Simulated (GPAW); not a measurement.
BAs:

```
As B
1.0
     0.00000    2.38850    2.38850
     2.38850    0.00000    2.38850
     2.38850    2.38850    0.00000
As B
1 1
Direct
  0.25000 0.25000 0.25000
  0.00000 0.00000 0.00000
```

Base run:

- Program: GPAW 26.7.0
- Functional: PBEint
- Potentials or basis: PAW data sets generated in the run's folder for this functional
- Cutoff: 800 eV
- Basis: pw
- k mesh: 8 × 8 × 8
- Occupations: fermi-dirac, width 0.05 eV
- Spin: spin-orbit coupling, no magnetisation

Its results: band gap on the k mesh 1.03 eV, indirect (least direct gap 3.04 eV); pressure 0.9 GPa.

Question: The run is repeated on the same cell with these changes: functional from PBEint to PBEsol; spin axis theta (degrees) from 0 to 90. What comes out?

Answer: Band gap on the k mesh 1.03 eV, indirect (least direct gap 3.04 eV); pressure -0.3 GPa.

Caveats: spin-orbit coupling was added after a scalar SCF, so levels and gaps hold it while energy, forces, pressure and moments don't; this program's spin-orbit splittings come out too wide for heavy elements.

Not every run made on this cell is shown here.
